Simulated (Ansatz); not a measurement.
## Se under changes of volume

One of the cells (27.100 Å³/atom); the others are scaled copies at fixed shape and fractional positions:

```xyz
3
Lattice="4.3552 0.0000 0.0000 -2.1776 3.7717 0.0000 0.0000 0.0000 4.9494" Properties=species:S:1:pos:R:3 pbc="T T T"
Se    1.7050    2.9532    2.4747
Se   -0.4725    0.8185    4.1245
Se    0.9451    0.0000    0.8249
```

- Program: Ansatz 0.2.0
- Functional: PBE
- Potentials or basis: Ansatz PAW
- Cutoff: 420 eV (not typed: the program's choice for these potentials)
- k mesh: 7 × 7 × 6
- Occupations: fermi-dirac, width 0.05 eV
- Spin: no spin polarisation

```csv
volume (Å³/atom),energy over the lowest point (meV/atom),pressure (GPa),gap on the mesh (eV),largest force (eV/Å)
25.474,?,?,?,?
26.016,84.33,8.6,1.21,1.674
26.558,57.94,7.0,1.19,1.399
27.100,36.79,5.5,1.17,1.143
27.642,20.37,4.2,1.15,0.904
28.184,8.24,3.0,1.13,0.681
28.726,0.00,1.9,1.11,0.472
```

Question: What does the run at 25.474 Å³/atom give?

Answer: Energy over the lowest point 116.52 meV/atom; pressure 10.4 GPa; gap on the mesh 1.23 eV; largest force 1.968 eV/Å.

Worked out: A Birch-Murnaghan fit of order 3 (a polynomial in V^(-2/3)) to the other rows has no minimum within the range. It gives 116.51 meV/atom at 25.474 Å³/atom, against the run's 116.52, and -dE/dV = 10.4 GPa, against 10.4. A straight line through the other rows of the gap, of slope -1.01 eV per unit of ln V, extrapolates to 1.23 eV, against the run's 1.23.

Energies are extrapolated to zero smearing.

Caveats: odd divisions of the mesh miss points on the zone boundary, where band edges often lie, so the gap on the mesh can be too wide; forces of over 1 eV/Å show positions far from the minimum, so gaps and moduli don't describe the material at rest (some runs).

A mesh can miss the band edges. Spin-orbit coupling on Se is left out.
